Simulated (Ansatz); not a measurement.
Relaxing Te2Mo

Level of theory: DFT PBEsol, scalar-relativistic, plane waves, PAW (Ansatz). Run with 420 eV cutoff, 12×12×2 k-mesh, Gaussian smearing of 0.02 eV, no spin polarisation.

What was changed: equal strain along all axes, cell held, atoms relaxed: -3.0 %.

Command:

```bash
ansatz run input.yaml --threads 1 --pin off --max-ram 2560MiB --backend cpu --events-out ev --progress --plain --runs-dir out
```

Input:

```yaml
crystal:
  lattice:
    - [3.3863427868, 0.0, 0.0]
    - [-1.6931713934, 2.9326588793, 0.0]
    - [0.0, 0.0, 17.0006311212]
  atoms:
    - { symbol: Te, position: [0.3333333333, 0.6666666667, 0.8943455389] }
    - { symbol: Te, position: [0.3333333333, 0.6666666667, 0.1056544611] }
    - { symbol: Mo, position: [0.0, 0.0, 0.0] }
basis:
  ecutwfc: 420
kpoints:
  mp_grid: { grid: [12, 12, 2] }
hamiltonian:
  xc: pbesol
scf:
  occupations: { method: gaussian, width: 0.02 }
output:
  forces: true
  stress: true
  eigenvalues: true
relax:
  adjacent_minimum: "off"
  f_tol: 0.008
  max_steps: 40
```

F is the free energy.

At step 2 the energy rises: a step can overshoot before the optimiser corrects it.

Steps:

| step | F − F(1) (eV) | largest force component (eV/Å) |
| --- | --- | --- |
| 1 | 0.0000 | 0.749 |
| 2 | 0.1553 | 1.469 |
| 3 | -0.0360 | 0.055 |
| 4 | -0.0362 | 0.003 |
| 5 | -0.0362 | 0.003 |

Relaxed structure:

```
CELL_PARAMETERS angstrom
3.38634 0.00000 0.00000
-1.69317 2.93266 0.00000
0.00000 0.00000 17.00063
ATOMIC_POSITIONS crystal
Te 0.33333 0.66667 0.89145
Te 0.33333 0.66667 0.10855
Mo 0.00000 0.00000 0.00000
```

Symmetry: P-6m2, No. 187, hexagonal system. Conventional cell: a = 3.386 Å, b = 3.386 Å, c = 17.001 Å, α = 90.00°, β = 90.00°, γ = 120.00°. Te (site symmetry 3m) is surrounded by 3 Mo at 2.69 Å. Mo (site symmetry -6m2) has 6 Te at 2.69 Å as nearest neighbours.

The run converged. It took 24 s on 1 thread of AMD EPYC 9R45 96-Core Processor (Zen 5), on a shared host, peak memory 0.54 GiB.